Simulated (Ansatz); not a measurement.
TiTe2:

```
Te Ti
1.0
     3.77700    0.00000    0.00000
    -1.88850    3.27098    0.00000
     0.00000    0.00000    6.49800
Te Ti
2 1
Direct
  0.33333 0.66667 0.73720
  0.66667 0.33333 0.26280
  0.00000 0.00000 0.00000
```

| Item | Value |
| --- | --- |
| Program | Ansatz 0.2.0 |
| Task | relaxation of cell and atoms |
| Functional | RPBE |
| Dispersion | D3(BJ) |
| Potentials or basis | Ansatz PAW |
| Cutoff | 420 eV (not typed: the program's choice for these potentials) |
| k mesh | 8 × 8 × 4 |
| Occupations | fermi-dirac, width 0.05 eV |
| Spin | no spin polarisation |

At the start: volume 26.76 Å³/atom.

Problem. Where does the relaxation end?

Solution. It ends after 8 steps and the volume is 18.17 Å³/atom (-32.1 %); space group P-3m1 (No. 164, to 0.05 Å).

The path:
| step | energy change (eV) | largest force (eV/Å) | volume (Å³) |
| --- | --- | --- | --- |
| 1 | 0.0000 | 0.5028 | 80.28 |
| 2 | -0.8831 | 0.9379 | 70.06 |
| 3 | -1.7107 | 0.7308 | 60.86 |
| 4 | -1.8870 | 1.3607 | 52.50 |
| 5 | -1.9924 | 0.1757 | 54.30 |
| 6 | -1.9995 | 0.0378 | 54.63 |
| 7 | -1.9997 | 0.0021 | 54.51 |
| 8 | -1.9948 | 0.0016 | 54.51 |

Final structure:
```yaml
crystal:
  lattice:
    - [3.23939, 0.00000, 0.00000]
    - [-1.61970, 2.80540, 0.00000]
    - [0.00000, 0.00000, 5.99854]
  atoms:
    - { symbol: Te, position: [0.33333, 0.66667, 0.69913] }
    - { symbol: Te, position: [0.66667, 0.33333, 0.30087] }
    - { symbol: Ti, position: [0.00000, 0.00000, 0.00000] }
```

Caveat: the volume moved by over 15 % at a fixed basis, so the end points are rough; the plane-wave basis is chosen anew once the cell has moved, so the energies of steps on either side of that aren't comparable; the volume moved by -32 % from the deposited cell, more than functionals usually miss; the PAW data sets come from PBE, with cores solved anew for the run's functional, which leaves a small shift of forces and pressure.
